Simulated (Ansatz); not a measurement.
# AlN: the cost of one run

Method: DFT PBEsol, scalar-relativistic, plane waves, PAW, in Ansatz 0.2.0.

17 further runs of the same task are left out: 17 set aside as unsound or not needed. Runs told in other sessions of the task aren't counted.

**1. The system as given**

It takes space group F-43m (No. 216, cubic). Conventional cell: a = 4.377 Å, b = 4.377 Å, c = 4.377 Å, α = 90.00°, β = 90.00°, γ = 90.00°. Al (site symmetry -43m) has 4 N at 1.90 Å in its first shell of neighbours. Around N (site symmetry -43m) lie 4 Al at 1.90 Å.

Structure file:

```xyz
2
Lattice="0.0000 2.1886 2.1886 2.1886 0.0000 2.1886 2.1886 2.1886 0.0000" Properties=species:S:1:pos:R:3 pbc="T T T"
Al    0.0000    0.0000    0.0000
N     3.2829    3.2829    3.2829
```

It goes back to an entry of the Materials Project, which need not be the stable form.

It is the result of an earlier relaxation at this level (volume 10.48 Å³/atom; gap on the mesh: 3.19 eV).

**2. The scan**

Atoms count from 1 in the order of the input.

One atom moved over a plane, all else fixed.

First coordinate, shift of Al1 along [1 1 0]: 11 values from −0.630 Å. Second coordinate, shift of Al1 along [0 0 1]: 11 values from −0.630 Å.

Nothing else is relaxed (all other atoms fixed). Energies count from the relaxed crystal. Points are written as (first, second).

**3. The run at (−0.630 Å, −0.630 Å)**

The input, input.yaml:

```yaml
crystal:
  lattice:
    - [4.3771405283, 0.0, 0.0]
    - [0.0, -4.3771405283, 0.0]
    - [0.0, 0.0, -4.3771405283]
  atoms:
    - { symbol: Al, position: [-0.1017735824, 0.1439295805, -0.1017735824] }
    - { symbol: Al, position: [0.5, 0.5, 0.0] }
    - { symbol: Al, position: [0.5, 0.0, 0.5] }
    - { symbol: Al, position: [0.0, 0.5, 0.5] }
    - { symbol: "N", position: [0.75, 0.75, 0.75] }
    - { symbol: "N", position: [0.25, 0.25, 0.75] }
    - { symbol: "N", position: [0.25, 0.75, 0.25] }
    - { symbol: "N", position: [0.75, 0.25, 0.25] }
basis:
  ecutwfc: 420
kpoints:
  mp_grid: { grid: [6, 6, 6] }
hamiltonian:
  xc: pbesol
  pseudopotentials: { kind: paw, azcp: { folder: soft_1 } }
scf:
  occupations: { method: gaussian, width: 0.05 }
output:
  forces: true
  stress: true
  eigenvalues: true
```

The run is started by

```
$ ansatz run input.yaml --threads 2 --pin off --max-ram 4096MiB --backend cpu --events-out ev --progress --plain --runs-dir out
```

Q: Estimate wall time and peak memory on 2 threads of Intel Xeon at 2.50GHz (Skylake/Cascade Lake), shared host.

About 14 s, with a peak of 0.4 GiB.
